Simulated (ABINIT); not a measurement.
Wanted: the native input for an ABINIT 10.8.3 (patched build) run.

```yaml
Task: single point
Functional: PW91
Potentials_or_basis: JTH PAW PBE v2.0
Cutoff: 653 eV
k_mesh: 9 × 9 × 9
Occupations: fermi-dirac, width 0.05 eV
Spin: no spin polarisation
Fine-grid_cutoff: 1251.72 eV
```

Crystal: BeS.

```
S Be
1.0
     0.00000    2.42500    2.42500
     2.42500    0.00000    2.42500
     2.42500    2.42500    0.00000
S Be
1 1
Cartesian
  3.6375 3.6375 3.6375
  0.0000 0.0000 0.0000
```

The input as run:

run.abi

```
# Pseudopotentials
pp_dirpath "./"
pseudos "S.GGA_PBE-JTH.xml, Be.GGA_PBE-JTH.xml"

# Structure
acell 3.4294678888 3.4294678888 3.4294678888 Angstrom
rprim
     0.0000000000     0.7071067812     0.7071067812
     0.7071067812     0.0000000000     0.7071067812
     0.7071067812     0.7071067812     0.0000000000
ntypat 2
znucl 16 4
natom 2
typat 1 2
xcart
     3.6375000000     3.6375000000     3.6375000000
     0.0000000000     0.0000000000     0.0000000000 Angstrom

# Plane-wave basis
ecut 653.073270 eV
pawecutdg 46.0
pawxcdev 0

# k points
kptopt 1
ngkpt 9 9 9
nshiftk 1
shiftk 0.0 0.0 0.0

# Exchange and correlation
ixc -109134

# Bands and occupations
nband 9
occopt 3
tsmear 0.00183747

# SCF cycle
nstep 100
tolvrs 1.0e-9

# Output
iomode 3
prtwf 0
prteig 0
prtebands 0
enunit 2
prtden 1
prtvha 1
prtvclmb 1
prtpot 1
```

Potentials or basis: JTH PAW PBE v2.0.

Run with:

```sh
$ abinit run.abi > log 2>&1
```

It gave:

- Pressure: 1.3 GPa
- Band gap on the k mesh: 3.22 eV, indirect (least direct gap 5.68 eV)
- Valence electrons inside the program's atomic spheres: S 3.70; Be 2.57

Caveat: the PAW data sets were made with another functional, which shifts forces and pressure a little; an odd mesh through Γ misses points on the zone boundary, where band edges often lie.

It took 14 s on 1 thread of Arm Neoverse V2, with other jobs on the host, peak memory 0.1 GiB.
